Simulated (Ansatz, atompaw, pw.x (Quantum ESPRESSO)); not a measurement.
pw.x on bcc Al: one setting changed

Potential: PAW, atompaw 4.2.0.5, PBE; core [Ne], reference 3s1.5 3p1.5; waves: 3s (bound): rc 2.50 bohr; 3s channel at 0.25 Ry: rc 2.50 bohr; 3p (bound): rc 2.00 bohr; 3p channel at 1.65 Ry: rc 2.50 bohr; 3d channel at 0.2 Ry: rc 2.50 bohr; 3d channel at 1.15 Ry: rc 2.50 bohr; local part: troulliermartins scheme with l = 3 at 0.5 Ry, radius 2.04 bohr; core correction: smooth core density matched at 1.80 bohr; augmentation: besselshape compensation charge, radius 2.50 bohr; PAW radius 2.50 bohr; waves and projectors: custom polynom2 7 10 vanderbiltortho.

The reference run (k-mesh 14³, cutoffs 40/400 Ry, Fermi–Dirac 0.01 Ry, mixing_beta 0.4, conv_thr 1e-9, no spin) gives -0.05 GPa at 16.945 Å³/atom, where all-electron LAPW gives 0.07 GPa. This run, with its own iteration cap, changes degauss to 0.02.

```
&control
  calculation='scf', prefix='x', pseudo_dir='./', outdir='./tmp', tstress=.true., disk_io='none'
/
&system
  ibrav=0, nat=1, ntyp=1, ecutwfc=40, ecutrho=400, nbnd=8,
  occupations='smearing', smearing='fd', degauss=0.02
/
&electrons
  conv_thr=1e-09, mixing_beta=0.4, electron_maxstep=60
/
ATOMIC_SPECIES
Al 1.0 Al.UPF
CELL_PARAMETERS angstrom
  -1.61805716 1.61805716 1.61805716
  1.61805716 -1.61805716 1.61805716
  1.61805716 1.61805716 -1.61805716
ATOMIC_POSITIONS crystal
Al 0.0000 0.0000 0.0000
K_POINTS automatic
14 14 14 0 0 0
```

```bash
pw.x < Al.scf.in > Al.scf.out
```

Q: How does the run end?

A: It converges in 15 iterations; the free energy moves by -36.8 meV/atom and the pressure by +0.17 GPa. In a metal, with Fermi–Dirac smearing, F lies below its zero-width value by a term in the square of the width.

```
Message from routine setup:
     using ibrav=0 with symmetry is DISCOURAGED, use correct ibrav instead
     lattice parameter (alat)  =       5.2961  a.u.
     unit-cell volume          =     114.3505 (a.u.)^3
     number of electrons       =         3.00
     number of Kohn-Sham states=            8
     kinetic-energy cutoff     =      40.0000  Ry
     charge density cutoff     =     400.0000  Ry
     scf convergence threshold =      1.0E-09
     Exchange-correlation= SLA PW PBX PBC
     number of k points=   104  Fermi-Dirac smearing, width (Ry)=  0.0200
     iteration #  1     ecut=    40.00 Ry     beta= 0.40
     c_bands:  1 eigenvalues not converged
     total energy              =     -39.52046486 Ry
     estimated scf accuracy    <       0.00071787 Ry
     iteration #  2     ecut=    40.00 Ry     beta= 0.40
     total energy              =     -39.61416598 Ry
     estimated scf accuracy    <       0.00219461 Ry
     iteration #  3     ecut=    40.00 Ry     beta= 0.40
     total energy              =     -39.50574327 Ry
     estimated scf accuracy    <       0.00238964 Ry
     [... 9 iterations left out ...]
     iteration # 13     ecut=    40.00 Ry     beta= 0.40
     total energy              =     -39.50633263 Ry
     estimated scf accuracy    <          4.5E-09 Ry
     iteration # 14     ecut=    40.00 Ry     beta= 0.40
     total energy              =     -39.50633263 Ry
     estimated scf accuracy    <          1.5E-09 Ry
     iteration # 15     ecut=    40.00 Ry     beta= 0.40
     the Fermi energy is     7.6326 ev
!    total energy              =     -39.50633263 Ry
     estimated scf accuracy    <          7.5E-10 Ry
     smearing contrib. (-TS)   =      -0.00738856 Ry
     The total energy is F=E-TS. E is the sum of the following terms:
     one-electron contribution =       3.11815328 Ry
     hartree contribution      =       0.00314460 Ry
     xc contribution           =      -1.94048098 Ry
     ewald contribution        =      -5.35586600 Ry
     one-center paw contrib.   =     -35.32389497 Ry
     convergence has been achieved in  15 iterations
          total   stress  (Ry/bohr**3)                   (kbar)     P=        1.28
     Message from routine punch:
     Nothing written, as per user request (disk_io='none')
```

The run took about 13 s on one core of a shared host (Intel(R) Xeon(R) 6975P-C, 192 threads, 756 GiB, load 130).
